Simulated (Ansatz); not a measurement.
**BN, a strained cell with displaced atoms**

```
CELL_PARAMETERS angstrom
3.69622 2.15043 0.03389
-1.22829 2.14387 -0.01334
0.03910 -0.00293 4.13425
ATOMIC_POSITIONS crystal
B 0.34107 0.99342 0.98779
B 0.82669 0.48219 0.00173
B 0.16386 0.50440 0.49981
B 0.67951 0.99303 0.50335
N 0.33071 0.01224 0.37876
N 0.83037 0.48697 0.38217
N 0.16691 0.51354 0.88246
N 0.67252 0.02426 0.88341
```

Single point in Ansatz 0.2.0 with m-r2SCAN, no spin polarisation. Cutoff 500 eV, PAW datasets, 4×7×4 (shifted by 0.5, 0.5, 0 steps) k mesh, fermi-dirac filling (width 0.1362 eV).

(1) What is the band gap?

(2) Give the Bader charges.

(3) Which atom feels the largest force, and which way?

(4) Is it stable against the elements?

(5) What does the stress say?

Origin: a strained cell with displaced atoms, so it need not be a known compound. Caveats: an odd or shifted mesh can miss the band edges, so this level's true gap may be smaller; atoms or cell far from equilibrium; m-r2SCAN is r2SCAN with a changed spin dependence that lowers moments.

It took 92 s on 2 threads of Arm Neoverse N1 (shared host), peak memory 0.42 GiB, starting from a saved density. The time holds forces, stress, Bader, DOS, ELF.

Answers

(1) The gap on the k mesh is 6.18 eV; the mesh may miss the band edges, so the true gap of this level can be smaller.

(2) Bader charges in e: B +2.28, N -2.32 to -2.24. In the mean B gives up most and N takes most.

(3) The largest is on N8 (and as large on other atoms): 4.35 eV/Å, components (1.05, -3.78, -1.89). It makes 164° with the line to a nearest neighbour, B2 at 1.40 Å, pointing away from it.

(4) -1.19 eV an atom against the elements' usual phases (free molecules for gases, crystals otherwise, with no correction for O₂ or N₂), so it is bound against them; other compounds may still compete. Relaxing would lower it.

(5) The pressure is 38.5 GPa (compression positive), so with the atoms held at these fractions the cell would first expand; the forces are large, so a full relaxation may end otherwise. The principal stresses 22.5, 43.6, 49.5 GPa differ, so its shape would change too.
